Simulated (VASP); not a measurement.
# Rb: relaxation of the atoms with r2SCAN

Rb:

```
CELL_PARAMETERS angstrom
-2.93065 2.93065 2.93065
2.93065 -2.93065 2.93065
2.93065 2.93065 -2.93065
ATOMIC_POSITIONS crystal
Rb 0.00000 0.00000 0.00000
```

The cell isn't the ideal one: a relaxed cell with its volume scaled by 1.06.

| Item | Value |
| --- | --- |
| Program | VASP 6.6.1 |
| Task | relaxation of the atoms |
| Functional | r2SCAN |
| Potentials or basis | VASP PAW PBE potentials, release 64 (Rb_sv) |
| Cutoff | 600 eV |
| k mesh | 10 × 10 × 10 |
| Occupations | methfessel-paxton, width 0.1 eV |
| Spin | no spin polarisation |
| Further INCAR settings | ALGO = Normal; EDIFF = 1e-07; IBRION = 2; EDIFFG = -0.01; NSW = 40 |

```yaml
Pressure_after_relaxing: -0.1 GPa
Band_gap_on_the_k_mesh: none (metal or under the smearing width)
```

Final structure:
```cif
data_structure
_symmetry_space_group_name_H-M 'P 1'
_symmetry_Int_Tables_number 1
_cell_length_a 5.0760
_cell_length_b 5.0760
_cell_length_c 5.0760
_cell_angle_alpha 109.471
_cell_angle_beta 109.471
_cell_angle_gamma 109.471
_cell_volume 100.68
loop_
_atom_site_label
_atom_site_type_symbol
_atom_site_fract_x
_atom_site_fract_y
_atom_site_fract_z
_atom_site_occupancy
Rb1 Rb 0.00000 0.00000 0.00000 1
```

Levels at points of the mesh, in eV from the Fermi level:
```csv
k point,band 2,band 3,band 4,band 5,band 6,band 7,band 8
"(0.00, 0.00, 0.00)",-13.64,-13.64,-13.64,-1.96,4.01,4.01,4.01
"(0.50, 0.00, 0.00)",-13.70,-13.66,-13.64,0.37,0.65,2.85,4.58
"(0.50, 0.50, 0.50)",-13.68,-13.68,-13.68,1.39,1.39,3.25,3.25
```

Wall time 6.4 min on 1 thread of AMD EPYC 7R13 Processor (Zen 3) (shared host), peak memory 0.27 GiB.

Caveat: the relaxation stopped at its first step, so nothing moved; the PAW data sets were made with another functional, which shifts forces and pressure a little.
